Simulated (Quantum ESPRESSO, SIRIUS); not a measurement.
**One calculation of Ta, 6 ways**

```
CELL_PARAMETERS angstrom
-1.65128 1.65128 1.65128
1.65128 -1.65128 1.65128
1.65128 1.65128 -1.65128
ATOMIC_POSITIONS crystal
Ta 0.00000 0.00000 0.00000
```

Alike in all runs: task single point; functional PBE; k mesh 11 × 11 × 11; occupations fermi-dirac, width 0.05 eV; no spin polarisation; no spin-orbit coupling. Pressure is positive in compression and, in plane waves, holds the error of the finite cutoff.

```tsv
program and potentials	plane-wave cutoff (eV)	notes	pressure (GPa)
SIRIUS, JTH 2.0 PBE (PAW)	557	13 valence electrons an atom on average	2.10
SIRIUS, PseudoDojo 0.5 PBE standard (scalar relativistic)	807	13 valence electrons an atom on average	2.54
SIRIUS, PseudoDojo 0.4 PBE stringent (scalar relativistic)	1799	27 valence electrons an atom on average	2.07
SIRIUS, in-house norm-conserving set, PBE (scalar relativistic)	1006	27 valence electrons an atom on average	2.50
SIRIUS, SSSP 1.3.0 PBE efficiency	828	13 valence electrons an atom on average	2.40
Quantum ESPRESSO, SSSP 1.3 efficiency PBE	748	13 valence electrons an atom on average	2.39
```

The pressure spans 2.07 (SIRIUS, PseudoDojo 0.4 PBE stringent (scalar relativistic)) to 2.54 GPa (SIRIUS, PseudoDojo 0.5 PBE standard (scalar relativistic)).

The functional is the same throughout but for its coding, so the spread measures potentials, basis and numerics; runs on potential files found faulty are left out.
